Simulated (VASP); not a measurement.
NaI, 2 atoms in the cell. Symmetry: Fm-3m, No. 225, cubic system. Conventional cell: a = 6.473 Å, b = 6.473 Å, c = 6.473 Å, α = 90.00°, β = 90.00°, γ = 90.00°. I (site symmetry m-3m) has 6 Na at 3.24 Å as nearest neighbours. Na (site symmetry m-3m) has 6 I at 3.24 Å as nearest neighbours. 

| Item | Value |
| --- | --- |
| Program | VASP 6.6.1 |
| Task | single point |
| Functional | PBE |
| Potentials or basis | VASP PAW PBE potentials, release 64 (I_GW, Na_sv_GW) |
| Cutoff | 500 eV |
| k mesh | 3 × 3 × 3 |
| Occupations | gaussian, width 0.02 eV |
| Spin | no spin polarisation |
| Further INCAR settings | ALGO = Normal; EDIFF = 1e-06 |

Potentials or basis: VASP PAW PBE potentials, release 64 (I_GW, Na_sv_GW).

Run with:

```console
$ cat potpaw_PBE.64/I_GW/POTCAR potpaw_PBE.64/Na_sv_GW/POTCAR > POTCAR
$ mpirun -np 1 vasp_std > vasp.out
```

Hardware: 1 thread of AMD EPYC 9R45 (Zen 5) (shared host).

Q: How long does it take, and how much memory?

A: Run time: 5.4 s on 1 thread of AMD EPYC 9R45 (Zen 5), on a shared host, peak memory 0.17 GiB. Counts: scf iterations 12, k points 4.
